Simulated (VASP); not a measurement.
# Ge (I4_1/amd) in VASP: notebook

Runs on Ge. Level: PBEsol. Tasks: relaxation of cell and atoms.

Everything below comes from runs of VASP 6.6.1. Logs are shortened: lines on timing, memory, paths and dates and some standing lists are left out, and cuts for length are marked.

## (1) The structure

It takes space group I4_1/amd (No. 141, tetragonal). The conventional cell has a = 5.149 Å, b = 5.149 Å, c = 2.795 Å, α = 90.00°, β = 90.00°, γ = 90.00°. Ge (site symmetry -4m2) is surrounded by 6 Ge at 2.67 to 2.79 Å.

This isn't the form of Ge at room conditions, which is diamond.

## (2) Relaxation of cell and atoms, PBEsol, target pressure 9.8 GPa, at which the enthalpy is minimised

INCAR

```
SYSTEM = Ge
PREC = Accurate
ENCUT = 520
EDIFF = 1E-7
ISMEAR = 0
SIGMA = 0.02
LREAL = .False.
LASPH = .True.
NELM = 80
ALGO = Fast
ISIF = 3
LWAVE = .False.
LCHARG = .False.
GGA = PS
IBRION = 2
NSW = 80
EDIFFG = -0.002
PSTRESS = 98.0
```

KPOINTS

```
regular mesh
0
Gamma
  2 2 2
  0 0 0
```

POSCAR

```
Ge
1.0
   -2.5744897200      2.5744897200      1.3974126400
    2.5744897200     -2.5744897200      1.3974126400
    2.5744897200      2.5744897200     -1.3974126400
Ge
2
Direct
    0.2500000000      0.7500000000      0.5000000000
    0.5000000000      0.5000000000      0.0000000000
```

Potentials or basis: VASP PAW PBE potentials, release 64 (Ge_d).

Command:

```bash
> cat potpaw_PBE.64/Ge_d/POTCAR > POTCAR
> mpirun -np 1 vasp_std > vasp.out
```

OUTCAR:

```text
SYSTEM = Ge
   PREC = Accurate
   ENCUT = 520
   EDIFF = 1E-7
   ISMEAR = 0
   LREAL = .False.
   LASPH = .True.
   NELM = 80
   ISIF = 3
   GGA = PS
   IBRION = 2
   NSW = 80
   EDIFFG = -0.002
   PSTRESS = 98.0

 ion  position               nearest neighbor table
   1  0.250  0.750  0.500-   2 2.67   2 2.67   2 2.67   2 2.67
   2  0.500  0.500  0.000-   1 2.67   1 2.67   1 2.67   1 2.67

  LATTYP: Found a body centered tetragonal cell.
 ALAT       =     5.1489794400
 C/A-ratio  =     0.5427920839

  Lattice vectors:

 A1 = (  -2.5744897200,   2.5744897200,   1.3974126400)
 A2 = (   2.5744897200,  -2.5744897200,   1.3974126400)
 A3 = (   2.5744897200,   2.5744897200,  -1.3974126400)

Analysis of symmetry for initial positions (statically):
=====================================================================
 Subroutine PRICEL returns:
 Original cell was already a primitive cell.

 Routine SETGRP: Setting up the symmetry group for a
 body centered tetragonal supercell.

 Subroutine GETGRP returns: Found 16 space group operations
 (whereof  8 operations were pure point group operations)
 out of a pool of 16 trial point group operations.

The static configuration has the point symmetry D_2d.
 The point group associated with its full space group is D_4h.

Analysis of symmetry for dynamics (positions and initial velocities):
=====================================================================
 Subroutine PRICEL returns:
 Original cell was already a primitive cell.

 Routine SETGRP: Setting up the symmetry group for a
 body centered tetragonal supercell.

 Subroutine GETGRP returns: Found 16 space group operations
 (whereof  8 operations were pure point group operations)
 out of a pool of 16 trial point group operations.

The dynamic configuration has the point symmetry D_2d.
 The point group associated with its full space group is D_4h.

 Subroutine INISYM returns: Found 16 space group operations
 (whereof  8 operations are pure point group operations),
 and found     1 'primitive' translations

----------------------------------------------------------------------------------------

                                     Primitive cell

  volume of cell :      37.0482

  direct lattice vectors                    reciprocal lattice vectors
    -2.574489720  2.574489720  1.397412640     0.000000000  0.194213244  0.357804120
     2.574489720 -2.574489720  1.397412640     0.194213244  0.000000000  0.357804120
[... 65 lines left out ...]
   LREAL  =      F    real-space projection
   EDIFFG = -.2E-02   stopping-criterion for IOM
   NSW    =     80    number of steps for IOM
   IBRION =      2    ionic relax: 0-MD 1-quasi-New 2-CG
   NFREE  =      1    steps in history (QN), initial steepest desc. (CG)
   ISIF   =      3    stress and relaxation
   ISYM   =      2    0-nonsym 1-usesym 2-fastsym
   POTIM  = 0.5000    time-step for ionic-motion
   TEBEG  =    0.0;   TEEND  =   0.0 temperature during run
   PSTRESS=   98.0 pullay stress
   NELECT =      28.0000    total number of electrons
   NUPDOWN=      -1.0000    fix difference up-down
   EMIN   =  10.00;   EMAX   =-10.00  energy-range for DOS
   EFERMI =   0.00;   METHOD = LEGACY
   ISMEAR =     0;   SIGMA  =   0.02  broadening in eV -4-tet -1-fermi 0-gaus
   EFERMI_NEDOS =   21; number of points for ismear=-14 and -15
   IALGO  =     68    algorithm
   IMIX   =      4    mixing-type and parameters
     AMIX     =   0.40;   BMIX     =  1.00
     AMIX_MAG =   1.60;   BMIX_MAG =  1.00
  volume/ion in A,a.u.               =      18.52       125.01
  Fermi-wavevector in a.u.,A,eV,Ry     =   1.491209  2.817976 30.255333  2.223704
  Thomas-Fermi vector in A             =   2.603893
   LORBIT       =      0    0 simple, 1 ext, 2 COOP (PROOUT), +10 PAW based schemes
   GGA     = PS    functional components
   LHFCALC =     F    Hartree Fock is set to
   AEXX    =    0.0000 exact exchange contribution
   IVDW    =     0    specifies the selected vdW correction
   LEPSILON=     F    determine dielectric tensor
   LRPA    =     F    only Hartree local field effects (RPA)
 conjugate gradient relaxation of ions
 non-spin polarized calculation
 RMM-DIIS sequential band-by-band and
 Gauss-broadening in eV      SIGMA  =   0.02
  energy-cutoff  :      520.00
  volume of cell :       37.05
 maximum number of plane-waves:      1005
 NGX is ok and might be reduce to    30
   NGX = 15   NGY = 15   NGZ = 15

--------------------------------------- Ionic step        1  -------------------------------------------

 number of electron      28.0000028 magnetization

 Free energy of the ion-electron system (eV)
  ---------------------------------------------------
  ext. energy  EPLUGINS =         0.00000000
  ---------------------------------------------------
  free energy    TOTEN  =       -10.03169857 eV

  energy without entropy =      -10.03169857  energy(sigma->0) =      -10.03169857

------------------------ aborting loop because EDIFF is reached ----------------------------------------

  FORCE on cell =-STRESS in cart. coord.  units (eV):
  Direction    XX          YY          ZZ          XY          YZ          ZX
  --------------------------------------------------------------------------------------
  -------------------------------------------------------------------------------------
  Total        0.4276951      0.4276951      2.5776892      0.0000000      0.0000000      0.0000000
  in kB       18.4960040     18.4960040    111.4741439      0.0000000      0.0000000      0.0000000
  external PRESSURE =     -48.5112827 kB  Pullay stress =      98.0000000 kB
[... 97 lines left out ...]
  energy  without entropy=       -9.9831942696  energy(sigma->0) =       -9.98319427

  enthalpy is  TOTEN    =        -7.8089990574 eV   P V=        2.1741952122

[... ionic steps 4 to 10 ...]

--------------------------------------- Ionic step       11  -------------------------------------------

 number of electron      27.9999983 magnetization

------------------------ aborting loop because EDIFF is reached ----------------------------------------
[... 71 lines left out ...]
--------------------------------------- Ionic step       13  -------------------------------------------

 number of electron      27.9999983 magnetization

 Free energy of the ion-electron system (eV)
  ---------------------------------------------------
  ext. energy  EPLUGINS =         0.00000000
  ---------------------------------------------------
  free energy    TOTEN  =        -9.97653741 eV

  energy without entropy =       -9.97653741  energy(sigma->0) =       -9.97653741

 E-fermi :   5.7096     XC(G=0): -11.6535

 val. band max:        5.5679349927   @ k =   0.5000   0.0000  -0.0000
 cond. band min:       7.9269062994   @ k =   0.5000   0.5000  -0.0000
 fundamental gap:      2.3589713066
 Fermi energy:         5.7096223447

 k-point     1 :       0.0000    0.0000    0.0000
  band No.  band energies     occupation
      1     -17.4073      2.00000
      2     -17.3255      2.00000
      3     -17.2377      2.00000
      4     -17.1988      2.00000
      5     -17.1261      2.00000
      6     -17.1261      2.00000
[... 106 lines left out ...]
  energy  without entropy=       -9.9765374068  energy(sigma->0) =       -9.97653741

  enthalpy is  TOTEN    =        -7.8093004137 eV   P V=        2.1672369931

 reached required accuracy - stopping structural energy minimisation
```

Wall time 60 s (1 thread of AMD EPYC 7R13 (Zen 3), shared host); peak memory 0.13 GiB.

Results:

| Quantity | Value |
| --- | --- |
| Free energy | -9.9765 eV |
| Relaxed volume | 17.72 Å³/atom |
| Relaxed cell | a = 3.823 Å, b = 3.823 Å, c = 3.823 Å, α = 97.70°, β = 97.70°, γ = 137.06° |
| Space group after relaxing (to 0.05 Å) | I4_1/amd (No. 141) |
| Energy change on relaxing (the enthalpy is what falls) | +27.6 meV/atom |
| Ionic steps | 13 |
| Pressure after relaxing | 9.8 GPa |
| Band gap on the k mesh | none (metal or under the smearing width) |

The path:
```csv
step,energy change (eV),largest force (eV/Å),pressure (GPa),volume (Å³)
1,0.0000,0.0000,4.95,37.05
2,0.1839,0.0000,15.15,34.09
3,0.0485,0.0000,9.36,35.55
4,0.0503,0.0000,9.50,35.52
5,0.0637,0.0000,10.40,35.30
6,0.0575,0.0000,9.78,35.39
7,0.0579,0.0000,9.94,35.39
8,0.0576,0.0000,9.86,35.39
9,0.0561,0.0000,9.76,35.42
10,0.0564,0.0000,9.82,35.41
11,0.0564,0.0000,9.84,35.41
12,0.0562,0.0000,9.82,35.41
13,0.0552,0.0000,9.80,35.43
```

Final structure:
```yaml
crystal:
  lattice:
    - [-2.51590, 2.51590, 1.39940]
    - [2.51590, -2.51590, 1.39940]
    - [2.51590, 2.51590, -1.39940]
  atoms:
    - { symbol: Ge, position: [0.25000, 0.75000, 0.50000] }
    - { symbol: Ge, position: [0.50000, 0.50000, 0.00000] }
```

Caveat: the k mesh is coarse (spacing up to 1.28 Å⁻¹), so the values aren't converged; the cell is relaxed towards a set pressure, so the enthalpy falls and the energy may rise; the PAW data sets were made with another functional, which shifts forces and pressure a little.

[end of part 1 of 2]
